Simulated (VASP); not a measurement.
**A VASP 6.6.1 single-point calculation on TiS$_{2}$**

INCAR

```
PREC = Accurate
ISIF = 2
LWAVE = .FALSE.
EDIFF = 1E-7
GGA = PE
LCHARG = .FALSE.
NELM = 120
NBANDS = 19
LASPH = .TRUE.
LMAXMIX = 6
LREAL = .FALSE.
IBRION = -1
ISMEAR = -1
ENCUT = 520
SIGMA = 0.02
NSW = 0
```

KPOINTS

```
KPOINTS created by Atomic Simulation Environment
0
Gamma
12 12 4
0 0 0
```

POSCAR

```
Ti S
 1.0000000000000000
     3.4109118719369875   -0.0000000000293028   -0.0000000000000000
    -1.7054559359431167    2.9539363311820166    0.0000000000000000
    -0.0000000000000000    0.0000000000000000    5.7407101477232176
 Ti  S
   1   2
Cartesian
  0.0000000000000000  0.0000000000000000 -0.0000000000000000
  0.0000000000169181  1.9692908874449104  1.4055207846752242
  1.7054559359769523  0.9846454437078038  4.3351893630479950
```

The recommended PBE PAW datasets give the neutral cell 24 valence electrons.

Command

```
mpirun -np 1 vasp_std
```

OSZICAR

```
N       E                     dE             d eps       ncg     rms          rms(c)
DAV:   1     0.209893766424E+03    0.20989E+03   -0.11632E+04  2622   0.127E+03
DAV:   2    -0.191196465246E+01   -0.21181E+03   -0.20433E+03  2722   0.336E+02
DAV:   3    -0.229202761279E+02   -0.21008E+02   -0.20448E+02  3753   0.101E+02
DAV:   4    -0.237140974359E+02   -0.79382E+00   -0.79151E+00  3521   0.186E+01
DAV:   5    -0.237412582809E+02   -0.27161E-01   -0.27142E-01  3778   0.321E+00    0.149E+01
DAV:   6    -0.209758318803E+02    0.27654E+01   -0.28400E+01  2957   0.443E+01    0.107E+01
DAV:   7    -0.202232912063E+02    0.75254E+00   -0.16065E+01  3136   0.290E+01    0.617E+00
DAV:   8    -0.199961302208E+02    0.22716E+00   -0.29897E+00  3025   0.138E+01    0.281E+00
DAV:   9    -0.199337232877E+02    0.62407E-01   -0.47834E-01  3203   0.534E+00    0.670E-01
DAV:  10    -0.199351362384E+02   -0.14130E-02   -0.18421E-02  3045   0.104E+00    0.385E-01
DAV:  11    -0.199359126662E+02   -0.77643E-03   -0.26394E-03  3317   0.310E-01    0.321E-01
DAV:  12    -0.199346752643E+02    0.12374E-02   -0.41104E-03  3650   0.437E-01    0.992E-02
DAV:  13    -0.199347004074E+02   -0.25143E-04   -0.15863E-04  2964   0.902E-02    0.486E-02
DAV:  14    -0.199346706014E+02    0.29806E-04   -0.11138E-04  3783   0.687E-02    0.119E-02
DAV:  15    -0.199346704462E+02    0.15518E-06   -0.41976E-06  3008   0.140E-02    0.977E-03
DAV:  16    -0.199346702190E+02    0.22716E-06   -0.24636E-06  3253   0.874E-03    0.344E-03
DAV:  17    -0.199346703018E+02   -0.82775E-07   -0.14304E-07  2352   0.329E-03
   1 F= -.19934670E+02 E0= -.19934445E+02  d E =-.450902E-03
```

From OUTCAR

```
k-points           NKPTS =     69   k-points in BZ     NKDIM =     69   number of bands    NBANDS=     19

   NELECT =      24.0000    total number of electrons

   dimension x,y,z NGX =    28 NGY =   28 NGZ =   48
   dimension x,y,z NGXF=    56 NGYF=   56 NGZF=   96

  energy-cutoff  :      520.00
  volume of cell :       57.84
      direct lattice vectors                 reciprocal lattice vectors
     3.410911872 -0.000000000  0.000000000     0.293176733  0.169265666  0.000000000
    -1.705455936  2.953936331  0.000000000     0.000000000  0.338531332  0.000000000
     0.000000000  0.000000000  5.740710148     0.000000000  0.000000000  0.174194477

 k-points in reciprocal lattice and weights: KPOINTS created by Atomic Simulation Env
   0.00000000  0.00000000  0.00000000       0.002
   0.08333333 -0.00000000  0.00000000       0.010
   0.16666667 -0.00000000  0.00000000       0.010
   0.25000000 -0.00000000  0.00000000       0.010
   0.33333333  0.00000000  0.00000000       0.010
   0.41666667 -0.00000000  0.00000000       0.010
   0.50000000 -0.00000000  0.00000000       0.005
   0.08333333  0.08333333  0.00000000       0.010
   ...

 E-fermi :   5.3378

 k-point     1 :       0.0000    0.0000    0.0000
  band No.  band energies     occupation
      1     -52.3256      2.00000
      2     -28.5545      2.00000
      3     -28.5047      2.00000
      4     -28.5047      2.00000
      5      -8.4167      2.00000
      6      -6.7521      2.00000
      7       0.0442      2.00000
      8       2.4931      2.00000
      9       2.4931      2.00000
     10       5.2385      1.98613
     11       5.3890      0.14346
     12       5.3890      0.14346
     13       5.8057      0.00000
     14       5.8057      0.00000
     15       6.2800      0.00000
     16       8.8653      0.00000
     17       8.8653      0.00000
     18      11.4410      0.00000
     19      12.2140      0.00000

 k-point     2 :       0.0833   -0.0000    0.0000
  band No.  band energies     occupation
      1     -52.3248      2.00000
      2     -28.5528      2.00000
      3     -28.5135      2.00000
      4     -28.5067      2.00000
      5      -8.3346      2.00000
      6      -6.7351      2.00000
      7       0.1452      2.00000
      8       2.3385      2.00000
      9       2.5237      2.00000
     10       4.6834      2.00000
     11       4.9786      2.00000
     12       5.2568      1.96576
     13       5.9714      0.00000
     14       6.1875      0.00000
     15       6.4291      0.00000
     16       8.6671      0.00000
     17       8.8223      0.00000
     18      11.9288      0.00000
     19      12.5622      0.00000

 k-point     3 :       0.1667   -0.0000    0.0000
  band No.  band energies     occupation
      1     -52.3226      2.00000
      2     -28.5482      2.00000
      3     -28.5372      2.00000
      4     -28.5121      2.00000
      5      -8.0989      2.00000
      6      -6.6893      2.00000
      7       0.4379      2.00000
      8       1.9945      2.00000
      9       2.5996      2.00000
     10       3.5438      2.00000
     11       4.4720      2.00000
     12       5.0959      1.99999
     13       5.9138      0.00000
     14       6.5865      0.00000
     15       6.7076      0.00000
     16       8.5197      0.00000
     17       8.7751      0.00000
     18      12.7363      0.00000
     19      13.3418      0.00000

 ...

  Total        0.3454506      0.3454506      0.9243432     -0.0000000      0.0000000      0.0000000
  in kB        9.5688402      9.5688402     25.6039280     -0.0000000      0.0000000      0.0000000
  external PRESSURE =      14.9138695 kB  Pullay stress =       0.0000000 kB

 POSITION                                       TOTAL-FORCE (eV/Angst)
 -----------------------------------------------------------------------------------
      0.00000      0.00000      0.00000        -0.000000     -0.000000      0.000000
      0.00000      1.96929      1.40552        -0.000000     -0.000000      0.109496
      1.70546      0.98465      4.33519         0.000000      0.000000     -0.109496
 -----------------------------------------------------------------------------------
    total drift:                               -0.000000     -0.000000     -0.000000

  FREE ENERGIE OF THE ION-ELECTRON SYSTEM (eV)
  ---------------------------------------------------
  free  energy   TOTEN  =       -19.9346703018 eV

  energy  without entropy=      -19.9342193994  energy(sigma->0) =      -19.93444485
```

It converged. Results: gap between bands v and c on the k mesh -0.08 eV (bands overlap: a metal); least direct gap on the k mesh 0.42 eV; pressure 1.5 GPa; largest force 0.11 eV/Å. Band v is the last that the valence electrons fill when counted band by band, and c is the next.

For comparison, a separate PBE run of the intended cell, on usual settings and not on those above, gives a gap of -0.08 eV on its mesh and a pressure of 1.5 GPa.

The run above took about 91 s on one core of a shared host (Intel Xeon Platinum 8488C) and held 0.23 GiB at most.
